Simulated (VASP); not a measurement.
BN (Qingsongite): single point with r2SCAN

**Measured values to compare with.**

A printed reference work, monograph reports, for a bulk crystal of BN at 300 K: band gap 6.4 eV (indirect).

Crystal: BN (Qingsongite).

```
B N
1.0
     0.00000    1.80442    1.80442
     1.80442    0.00000    1.80442
     1.80442    1.80442    0.00000
B N
1 1
Direct
  0.00000 0.00000 0.00000
  0.25000 0.25000 0.25000
```

```yaml
Program: VASP 6.6.1
Task: single point
Functional: r2SCAN
Potentials_or_basis: VASP PAW PBE potentials, release 64 (B, N)
Cutoff: 520 eV
k_mesh: 14 × 14 × 14
Occupations: fermi-dirac, width 0.02 eV
Spin: no spin polarisation
```

```
Pressure               : 1.4 GPa
Band gap on the k mesh : 4.98 eV, indirect (least direct gap 9.55 eV)
```

Levels at points of the mesh, in eV from the valence-band top:
| k point | band 1 | band 2 | band 3 | band 4 | band 5 | band 6 | band 7 | band 8 |
| --- | --- | --- | --- | --- | --- | --- | --- | --- |
| (0.00, 0.00, 0.00) | -21.35 | 0.00 | 0.00 | 0.00 | 9.55 | 9.55 | 9.55 | 11.15 |
| (0.50, 0.00, 0.00) | -17.03 | -11.13 | -2.03 | -2.03 | 10.86 | 11.50 | 11.50 | 16.46 |
| (0.50, 0.50, 0.00) | -15.60 | -9.35 | -5.12 | -5.12 | 4.98 | 9.85 | 19.34 | 19.34 |

Run time: 74 s on 1 thread of AMD EPYC 7R43 64-Core Processor (Zen 3), on a shared host, peak memory 0.09 GiB.

Measured gap of BN: 6.4 eV (indirect; 300 K; a printed reference work, monograph). This calculation gives 4.98 eV (-1.42 eV). The value is that of r2SCAN on a finite k mesh, which can miss the band edges, without temperature or zero-point motion.

Caveat: the PAW data sets were made with another functional, which shifts forces and pressure a little.
